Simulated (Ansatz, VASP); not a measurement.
**Two plane-wave programs on NaI**

```
Na I
1.0
     0.00000    3.23112    3.23112
     3.23112    0.00000    3.23112
     3.23112    3.23112    0.00000
Na I
1 1
Direct
  0.00000 0.00000 0.00000
  0.50000 0.50000 0.50000
```

Alike in both runs: task single point; functional PBE; k mesh 6 × 6 × 6; occupations gaussian, width 0.02 eV; no spin polarisation.

|  | VASP | Ansatz |
| --- | --- | --- |
| version | VASP 6.6.1 | Ansatz 0.2.0 |
| potentials or method | VASP PAW PBE potentials, release 64 (Na_pv, I) | scalar-relativistic, plane waves, PAW |
| plane-wave cutoff (eV) | 520 | 420 |
| valence electrons in the cell | 14 | 26 |

Ansatz gave:

```
gap on the k mesh at the Fermi level (eV) : 3.66
least direct gap on the mesh (eV)         : 3.66
pressure (GPa)                            : 0.5
```

Q: Which values does VASP return?

A: gap on the k mesh at the Fermi level (eV): 3.65; least direct gap on the mesh (eV): 3.65; pressure (GPa): 0.5.

With one functional, cell and mesh, what is left measures potentials, basis and numerics. The two sets of potentials don't hold the same shells in valence.

Caveats: spin-orbit coupling is left out, which moves the levels of the heavy elements.
